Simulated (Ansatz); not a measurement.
GaAs:

```
Ga As
1.0
     3.60640    0.00000    0.00000
    -1.80320    3.12324    0.00000
     0.00000    0.00000    3.57319
Ga As
1 1
Direct
  0.33333 0.66667 0.50000
  0.00000 0.00000 0.00000
```

The cell was built by a generator and needn't be a form met in nature.

```yaml
Program: Ansatz 0.2.0
Task: relaxation of cell and atoms
Functional: HSEsol
Potentials_or_basis: Ansatz PAW
Cutoff: "420 eV (not typed: the program's choice for these potentials)"
k_mesh: 5 × 5 × 4
Occupations: fermi-dirac, width 0.05 eV
Spin: no spin polarisation
```

At the start: volume 20.12 Å³/atom.

Problem. Where does the relaxation end?

Solution. It ends after 12 steps and the volume is 19.86 Å³/atom (-1.3 %); space group P-6m2 (No. 187, to 0.05 Å).

Step by step:
| step | energy change (eV) | largest force (eV/Å) | volume (Å³) |
| --- | --- | --- | --- |
| 1 | 0.0000 | 0.0000 | 40.25 |
| 2 | -0.0937 | 0.0000 | 37.61 |
| 3 | -0.1877 | 0.0000 | 36.84 |
| 4 | -0.2868 | 0.0000 | 36.25 |
| 5 | -0.3449 | 0.0000 | 37.79 |
| 6 | -0.3700 | 0.0000 | 39.44 |
| 7 | -0.3722 | 0.0000 | 39.84 |
| 8 | -0.3723 | 0.0000 | 39.68 |
| 9 | -0.3723 | 0.0000 | 39.71 |
| 10 | -0.3726 | 0.0000 | 39.71 |
| 11 | -0.3726 | 0.0000 | 39.73 |
| 12 | -0.3726 | 0.0000 | 39.73 |

Final structure:
```xyz
2
Lattice="3.9029 0.0000 0.0000 -1.9514 3.3800 0.0000 0.0000 0.0000 3.0115" Properties=species:S:1:pos:R:3 pbc="T T T"
Ga    0.0000    2.2533    1.5058
As    0.0000    0.0000    0.0000
```

Caveat: the k mesh is coarse (spacing up to 0.44 Å⁻¹), so the values aren't converged, least of all with exact exchange; the plane-wave basis is chosen anew once the cell has moved, so the energies of steps on either side of that aren't comparable; the PAW data sets come from PBE, with cores solved anew for the run's functional, which leaves a small shift of forces and pressure.
